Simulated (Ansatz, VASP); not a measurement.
**SnO2 in VASP and in Ansatz**

The input INCAR:

```
PREC = Accurate
ENCUT = 520
EDIFF = 1E-6
ISMEAR = 0
SIGMA = 0.01
LREAL = F
LASPH = T
NELM = 60
ALGO = Normal
ISIF = 2
LWAVE = F
LCHARG = F
GGA = PS
NBANDS = 35
```

KPOINTS

```
Automatic mesh
0
Gamma
  4 4 6
```

POSCAR

```
SnO2
1.0
    4.8510112781      0.0000000000      0.0000000000
    0.0000000000      4.9306233178      0.0000000000
    0.0000000000      0.0000000000      3.2835462855
Sn O
2 4
Direct
    0.5000000000      0.5000000000      0.5000000000
    0.0000000000      0.0000000000      0.0000000000
    0.2918550000      0.3210420000      0.0000000000
    0.7918550000      0.1789580000      0.5000000000
    0.2081450000      0.8210420000      0.5000000000
    0.7081450000      0.6789580000      0.0000000000
```

Input for Ansatz:

```yaml
crystal:
  lattice:
    - [4.851011278128624, 0.0, 0.0]
    - [0.0, 4.930623317762006, 0.0]
    - [0.0, 0.0, 3.2835462855220046]
  atoms:
    - { symbol: Sn, position: [0.5, 0.5, 0.5] }
    - { symbol: Sn, position: [0.0, 0.0, 0.0] }
    - { symbol: O, position: [0.291855, 0.321042, 0.0] }
    - { symbol: O, position: [0.791855, 0.178958, 0.5] }
    - { symbol: O, position: [0.208145, 0.821042, 0.5] }
    - { symbol: O, position: [0.708145, 0.678958, 0.0] }
basis:
  ecutwfc: 500.0
kpoints:
  mp_grid:
    grid: [4, 4, 6]
hamiltonian:
  xc: pbesol
scf:
  occupations:
    method: fixed
output:
  stress: true
```

The cell is a database's computed one.

Alike in both runs: task single point; functional PBEsol; k mesh 4 × 4 × 6; no spin polarisation.

```csv
,VASP,Ansatz
version,VASP 6.6.1,Ansatz 0.2.0
potentials or method,"VASP PAW PBE potentials, release 64 (Sn_d, O)","plane waves, PAW"
plane-wave cutoff (eV),520,500
occupations,"gaussian, width 0.01 eV",fixed
valence electrons in the cell,52,52
```

|  | VASP | Ansatz | Ansatz less VASP |
| --- | --- | --- | --- |
| pressure (GPa) | -11.7 | -12.2 | -0.49 |
| largest component of the traceless stress (GPa) | 1.88 | 2.08 | +0.199 |

Caveats: the PAW data sets were made with another functional, which shifts forces and pressure a little (VASP).
